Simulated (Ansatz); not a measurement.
I need a calculation of the elastic constants of AlN, space group P6_3/mmc. Use Ansatz's Python interface. Use (first run): LDA, PAW, the default cutoff (420 eV here), 12×12×6 k-points, fixed occupations.

```
Al N
1.0
     3.31212    0.00000    0.00000
    -1.65606    2.86838    0.00000
     0.00000    0.00000    4.18756
Al N
2 2
Direct
  0.33333 0.66667 0.75000
  0.66667 0.33333 0.25000
  0.33333 0.66667 0.25000
  0.66667 0.33333 0.75000
```

`run_elastic.py`
```python
"""Stiffness tensor and moduli of AlN."""

from dataclasses import replace
import warnings

import ansatz as az
import numpy as np

XC = "LDA"
MESH = (12, 12, 6)


def main() -> None:
    warnings.simplefilter("ignore", az.DeckWarning)

    structure = (
        az.Lattice.from_parameters(3.312116, 3.312116, 4.187563, alpha=90, beta=90, gamma=120)
        .space_group(194)
        .atom("Al", [1 / 3, 2 / 3, 0.75])
        .atom("N", [1 / 3, 2 / 3, 0.25])
    )

    calculation = (
        structure.calculation()
        .functional(XC)
        .occupations(az.OccupationsMethod.FIXED)
        .kpoints(*MESH)
    )
    # first bring the cell to zero stress
    rest = calculation.relax(cell=True).run(threads=1, backend="cpu").lattice
    relaxed = az.Crystal(lattice=az.Lattice.of(rest.cell_ang))
    for site in rest.sites:
        relaxed = relaxed.atom(site.symbol, site.position_frac)
    calculation = replace(calculation, crystal=relaxed)
    print("relaxed volume {:.3f} A^3".format(abs(np.linalg.det(rest.cell_ang))))
    done = calculation.elastic(az.ElasticMode.CLAMPED_ION).run(threads=1, backend="cpu")
    elastic = done.elastic

    print("C_ij (GPa), Voigt order xx yy zz yz xz xy")
    for row in elastic.c_gpa:
        print(" ".join(f"{value:8.1f}" for value in row))
    print("smallest eigenvalue of C:", round(elastic.stability.min_eigenvalue_gpa, 1), "GPa; tensor positive definite:", elastic.stability.min_eigenvalue_gpa > 0)
    # averaged moduli need a positive definite tensor
    if elastic.stability.min_eigenvalue_gpa > 0:
        for name, value in elastic.moduli.to_plain().items():
            print(f"{name:14s} {value:9.3f}")


if __name__ == "__main__":
    main()
```

Output of `python run_elastic.py`:
```text
relaxed volume 38.117 A^3
C_ij (GPa), Voigt order xx yy zz yz xz xy
   463.0    111.2    141.3     -0.0     -0.0     -0.0
   111.2    463.0    141.3     -0.0     -0.0     -0.0
   141.5    141.5    329.4     -0.0     -0.0     -0.0
     0.0      0.0     -0.0    212.1     -0.0     -0.0
     0.0      0.0     -0.0     -0.0    212.1     -0.0
     0.0      0.0      0.0      0.0      0.0    175.9
smallest eigenvalue of C: 175.9 GPa; tensor positive definite: True
k_voigt_gpa      227.054
k_reuss_gpa      223.491
k_hill_gpa       225.272
g_voigt_gpa      177.462
g_reuss_gpa      167.050
g_hill_gpa       172.256
youngs_gpa       411.805
poisson            0.195
```

The Fermi level of a run with fixed occupations marks the highest occupied state on its mesh, not mid-gap. A positive definite tensor excludes instabilities under uniform strain alone; phonons elsewhere in the zone can still be imaginary. These are clamped-ion constants: where atoms have free coordinates under strain, the relaxed-ion ones can be far smaller or negative, so this tensor doesn't settle whether the crystal is stable. The structure comes from a database of computed cells and needn't be a stable or known phase. The constants belong to the cell that was strained; where it wasn't relaxed first it may be under stress. Finished in 61 s on 1 thread of Arm Neoverse V1, with other jobs on the host, peak memory 0.47 GiB.

(A comment or docstring line of the script was reworded after the run, the code is as it ran.)
